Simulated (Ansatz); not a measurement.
## TePt under changes of volume

One of the cells (22.651 Å³/atom); the others are scaled copies at fixed shape and fractional positions:

```
Pt Te
1.0
     1.98157    1.14406    6.66103
    -1.98157    1.14406    6.66103
     0.00000   -2.28812    6.66103
Pt Te
2 2
Direct
  0.12967 0.12967 0.12967
  0.87033 0.87033 0.87033
  0.40200 0.40200 0.40200
  0.59800 0.59800 0.59800
```

```yaml
Program: Ansatz 0.2.0
Functional: PBEsol
Potentials_or_basis: Ansatz PAW
Cutoff: "420 eV (not typed: the program's choice for these potentials)"
k_mesh: 8 × 8 × 8
Occupations: fermi-dirac, width 0.05 eV
Spin: no spin polarisation
```

| volume (Å³/atom) | energy over the lowest point (meV/atom) | pressure (GPa) | largest force (eV/Å) |
| --- | --- | --- | --- |
| 21.292 | 34.58 | 9.1 | 0.938 |
| 21.745 | 13.99 | 5.6 | 0.627 |
| 22.198 | 2.83 | 2.4 | 0.344 |
| 22.651 | 0.00 | -0.3 | 0.191 |
| 23.104 | 4.54 | -2.8 | 0.179 |
| 23.557 | 15.60 | -4.9 | 0.362 |
| 24.010 | ? | ? | ? |

Problem. What does the run at 24.010 Å³/atom give?

Solution. Energy over the lowest point 32.40 meV/atom; pressure -6.9 GPa; largest force 0.557 eV/Å.

Worked out: A Birch-Murnaghan fit of order 3 (a polynomial in V^(-2/3)) to the other rows has its minimum at 22.59 Å³/atom with B0 = V·E''(V) = 132 GPa and B' = 5.1 at fixed shape and positions, which overstates the stiffness. It gives 32.42 meV/atom at 24.010 Å³/atom, against the run's 32.40, and -dE/dV = -6.9 GPa, against -6.9.

Energies are extrapolated to zero smearing.

Caveats: the PAW data sets come from PBE, with cores solved anew for the run's functional, which leaves a small shift of forces and pressure.
